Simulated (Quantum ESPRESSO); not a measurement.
# KI (Fm-3m) in Quantum ESPRESSO: notebook, part 2 of 2

Quantum ESPRESSO 7.5. The steps go on from the part before.

## 3. Dielectric tensor, BLYP

File pw.in:

```
&CONTROL
  calculation = 'scf'
  prefix = 'pwscf'
  outdir = './tmp'
  pseudo_dir = './pseudo'
  tprnfor = .true.
  tstress = .true.
  disk_io = 'low'
/
&SYSTEM
  ibrav = 0
  nat = 2
  ntyp = 2
  ecutwfc = 74
  nbnd = 14
  input_dft = 'blyp'
  occupations = 'smearing'
  smearing = 'fd'
  degauss = 0.00367493
/
&ELECTRONS
  conv_thr = 4d-10
  electron_maxstep = 120
  mixing_beta = 0.5
/
ATOMIC_SPECIES
I    126.9045 I.upf
K     39.0983 K.upf
CELL_PARAMETERS angstrom
   0.0000000000    3.5327750000    3.5327750000
   3.5327750000    0.0000000000    3.5327750000
   3.5327750000    3.5327750000    0.0000000000
ATOMIC_POSITIONS angstrom
I      3.5327750000    3.5327750000    3.5327750000
K      0.0000000000    0.0000000000    0.0000000000
K_POINTS automatic
6 6 6 1 1 1
```

File scf2.in:

```
&CONTROL
  calculation = 'scf'
  prefix = 'pwscf'
  outdir = './tmp'
  pseudo_dir = './pseudo'
  tprnfor = .true.
  tstress = .true.
  disk_io = 'low'
/
&SYSTEM
  ibrav = 0
  nat = 2
  ntyp = 2
  ecutwfc = 74
  nbnd = 14
  input_dft = 'blyp'
  occupations = 'fixed'
/
&ELECTRONS
  conv_thr = 1d-13
  electron_maxstep = 120
  mixing_beta = 0.5
  startingpot = 'file'
  startingwfc = 'file'
/
ATOMIC_SPECIES
I    126.9045 I.upf
K     39.0983 K.upf
CELL_PARAMETERS angstrom
   0.0000000000    3.5327750000    3.5327750000
   3.5327750000    0.0000000000    3.5327750000
   3.5327750000    3.5327750000    0.0000000000
ATOMIC_POSITIONS angstrom
I      3.5327750000    3.5327750000    3.5327750000
K      0.0000000000    0.0000000000    0.0000000000
K_POINTS automatic
6 6 6 1 1 1
```

File ph.in:

```
dielectric of KI
&INPUTPH
  prefix = 'pwscf'
  outdir = './tmp'
  tr2_ph = 1d-18
  fildyn = 'dyn'
  niter_ph = 90
  alpha_mix(1) = 0.7
  epsil = .true.
  trans = .false.
  zeu = .true.
/
0.0000000000 0.0000000000 0.0000000000
```

Potentials or basis: PseudoDojo 0.4.1 SR PBE standard.

The run is started by

```bash
OMP_NUM_THREADS=1 pw.x -in pw.in > pw.out
OMP_NUM_THREADS=1 pw.x -in scf2.in > scf2.out
OMP_NUM_THREADS=1 ph.x -in ph.in > ph.out
```

pw.out:

```text
This program is part of the open-source Quantum ESPRESSO suite
     for quantum simulation of materials; please cite
         "P. Giannozzi et al., J. Phys.:Condens. Matter 21 395502 (2009);
         "P. Giannozzi et al., J. Phys.:Condens. Matter 29 465901 (2017);
         "P. Giannozzi et al., J. Chem. Phys. 152 154105 (2020);
     in publications or presentations arising from this work. More details at

     IMPORTANT: XC functional enforced from input :
     Exchange-correlation= BLYP
                           (   1   3   1   3   0   0   0)
     Any further DFT definition will be discarded
     Please, verify this is what you really want

     Message from routine setup:
     using ibrav=0 with symmetry is DISCOURAGED, use correct ibrav instead

     G-vector sticks info
     --------------------
     sticks:   dense  smooth     PW     G-vecs:    dense   smooth      PW
     Sum        1813    1813    517                51253    51253    7823

     Using Slab Decomposition

     bravais-lattice index     =            0
     lattice parameter (alat)  =       9.4413  a.u.
     unit-cell volume          =     595.0789 (a.u.)^3
     number of atoms/cell      =            2
     number of atomic types    =            2
     number of electrons       =        16.00
     number of Kohn-Sham states=           14
     kinetic-energy cutoff     =      74.0000  Ry
     charge density cutoff     =     296.0000  Ry
     scf convergence threshold =      4.0E-10
     mixing beta               =       0.5000
     number of iterations used =            8  plain     mixing
     Exchange-correlation= BLYP
                           (   1   3   1   3   0   0   0)

     celldm(1)=   9.441258  celldm(2)=   0.000000  celldm(3)=   0.000000
     celldm(4)=   0.000000  celldm(5)=   0.000000  celldm(6)=   0.000000

     crystal axes: (cart. coord. in units of alat)
               a(1) = (   0.000000   0.707107   0.707107 )
               a(2) = (   0.707107   0.000000   0.707107 )
               a(3) = (   0.707107   0.707107   0.000000 )

     reciprocal axes: (cart. coord. in units 2 pi/alat)
               b(1) = ( -0.707107  0.707107  0.707107 )
               b(2) = (  0.707107 -0.707107  0.707107 )
               b(3) = (  0.707107  0.707107 -0.707107 )

     PseudoPot. # 1 for I  read from file:
     I.upf
     Pseudo is Norm-conserving + core correction, Zval =  7.0
     Generated using ONCVPSP code by D. R. Hamann
[... 35 lines left out ...]
        k(    2) = (   0.1767767   0.1767767  -0.0589256), wk =   0.0555556
        k(    3) = (   0.2946278   0.2946278  -0.1767767), wk =   0.0555556
        k(    4) = (  -0.2946278  -0.2946278   0.4124790), wk =   0.0555556
        k(    5) = (  -0.1767767  -0.1767767   0.2946278), wk =   0.0555556
        k(    6) = (  -0.0589256  -0.0589256   0.1767767), wk =   0.0555556
[... 20 lines left out ...]
        k(   27) = (   0.2946278   0.2946278   0.2946278), wk =   0.0185185
        k(   28) = (  -0.2946278  -0.2946278   0.8838835), wk =   0.0555556

     Dense  grid:    51253 G-vectors     FFT dimensions: (  54,  54,  54)

     Initial potential from superposition of free atoms

     starting charge      15.9807, renormalised to      16.0000
     Starting wfcs are    9 randomized atomic wfcs +    5 random wfcs

     Self-consistent Calculation

     iteration #  1     ecut=    74.00 Ry     beta= 0.50
     Davidson diagonalization with overlap
     ethr =  1.00E-02,  avg # of iterations =  7.8

     Threshold (ethr) on eigenvalues was too large:
     Diagonalizing with lowered threshold

     Davidson diagonalization with overlap
     ethr =  1.87E-04,  avg # of iterations =  7.1

     total energy              =     -85.96594007 Ry
     estimated scf accuracy    <       0.02866699 Ry
[... 5 lines left out ...]
     total energy              =     -85.97111909 Ry
     estimated scf accuracy    <       0.00145543 Ry

     iteration #  3     ecut=    74.00 Ry     beta= 0.50
     Davidson diagonalization with overlap
     c_bands:  1 eigenvalues not converged
     ethr =  9.10E-06,  avg # of iterations =  8.8

     total energy              =     -85.97133468 Ry
     estimated scf accuracy    <       0.00031192 Ry

     iteration #  4     ecut=    74.00 Ry     beta= 0.50
     Davidson diagonalization with overlap
     ethr =  1.95E-06,  avg # of iterations =  3.8
[... 32 lines left out ...]
     iteration #  9     ecut=    74.00 Ry     beta= 0.50
     Davidson diagonalization with overlap
     ethr =  8.21E-12,  avg # of iterations =  2.1

     End of self-consistent calculation

          k = 0.0589 0.0589 0.0589 (  6360 PWs)   bands (ev):

   -26.8534 -10.3727 -10.3622 -10.3622  -8.7748   1.6057   1.7024   1.7024
     5.9007   8.1563   8.2599   8.2599   8.9474   8.9474
[... 73 lines left out ...]
   -26.8509 -10.4083 -10.3847 -10.3792  -8.6438   0.7596   1.3126   1.3651
     6.8136   7.5574   9.7494  10.0295  10.6077  11.0688

          k =-0.5303 0.1768-0.0589 (  6401 PWs)   bands (ev):

   -26.8512 -10.4321 -10.3814 -10.3762  -8.6098   0.7578   1.2600   1.3525
     7.2745   7.9615   9.2427   9.8605  10.5136  10.7228

          k =-0.4125 0.0589 0.0589 (  6382 PWs)   bands (ev):
[... 51 lines left out ...]
   -26.8513 -10.4797 -10.3751 -10.3666  -8.5461   0.5489   1.2479   1.3706
     7.6763   8.8680   9.3241   9.8968  10.2072  10.5543

     the Fermi energy is     4.2709 ev

!    total energy              =     -85.97135771 Ry
     estimated scf accuracy    <          1.3E-11 Ry
     smearing contrib. (-TS)   =      -0.00000000 Ry
     internal energy E=F+TS    =     -85.97135771 Ry

     The total energy is F=E-TS. E is the sum of the following terms:
     one-electron contribution =     -29.56182516 Ry
     hartree contribution      =      19.09396079 Ry
     xc contribution           =     -20.57981775 Ry
     ewald contribution        =     -54.92367560 Ry

     convergence has been achieved in   9 iterations

     Forces acting on atoms (cartesian axes, Ry/au):

     atom    1 type  1   force =    -0.00000000   -0.00000000    0.00000000
     atom    2 type  2   force =     0.00000000    0.00000000    0.00000000

     Total force =     0.000000     Total SCF correction =     0.000000

     Computing stress (Cartesian axis) and pressure

          total   stress  (Ry/bohr**3)                   (kbar)     P=       13.68
   0.00009302  -0.00000000   0.00000000           13.68       -0.00        0.00
  -0.00000000   0.00009302  -0.00000000           -0.00       13.68       -0.00
   0.00000000  -0.00000000   0.00009302            0.00       -0.00       13.68

=------------------------------------------------------------------------------=
   JOB DONE.
=------------------------------------------------------------------------------=
```

Run time: 4.3 min. Hardware: 1 thread of Intel Xeon 6975P-C (Granite Rapids), shared host; peak memory 0.14 GiB.

What came out:

- Free energy: -1169.6999 eV
- Pressure: 1.4 GPa
- Electronic dielectric tensor (diagonal): 2.84
- Born charges (mean of the diagonal): I -1.14; K +1.14 e

Electronic dielectric tensor:
```
2.84 0.00 0.00
0.00 2.84 0.00
0.00 0.00 2.84
```

Born effective charge tensors (e):
atom 1, I
```
-1.14  0.00  0.00
 0.00 -1.14  0.00
 0.00  0.00 -1.14
```
atom 2, K
```
1.14 0.00 0.00
0.00 1.14 0.00
0.00 0.00 1.14
```

Caveat: the potentials were made for another functional, which shifts forces and pressure. Spin-orbit coupling is left out, which matters for the levels of I.

## 4. Against experiment

Step 2. Measured high-frequency dielectric constant of KI: 2.65 (a printed reference work, monograph). This calculation gives 2.93 (+10.4 %).

Step 3. Measured high-frequency dielectric constant of KI: 2.65 (a printed reference work, monograph). This calculation gives 2.84 (+7.3 %).
